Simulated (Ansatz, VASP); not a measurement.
MgH2 in VASP and in Ansatz

```
Mg H
1.0
     0.00000    2.41240    2.41240
     2.41240    0.00000    2.41240
     2.41240    2.41240    0.00000
Mg H
1 2
Cartesian
  0.0000 0.0000 0.0000
  1.2062 1.2062 1.2062
  3.6186 3.6186 3.6186
```

Change from the starting cell: volume scaled by 1.04.

Alike in both runs: task single point; functional PBE; k mesh 10 × 10 × 10; occupations fermi-dirac, width 0.05 eV; no spin polarisation.

```csv
,VASP,Ansatz
version,VASP 6.6.1,Ansatz 0.2.0
potentials or method,"VASP PAW PBE potentials, release 64 (Mg, H)",Ansatz PAW
plane-wave cutoff (eV),520,420
valence electrons in the cell,4,12
```

VASP gave:

| Item | Value |
| --- | --- |
| gap on the k mesh at the Fermi level (eV) | none |
| pressure (GPa) | -2.7 |

Estimate Ansatz's values.

gap on the k mesh at the Fermi level (eV): none; pressure (GPa): -2.3.

A gap of «none» marks a metal or a gap that the smearing closes. The functional is the same, so the differences come from potentials, cutoffs and numerics. The two sets of potentials don't hold the same shells in valence.
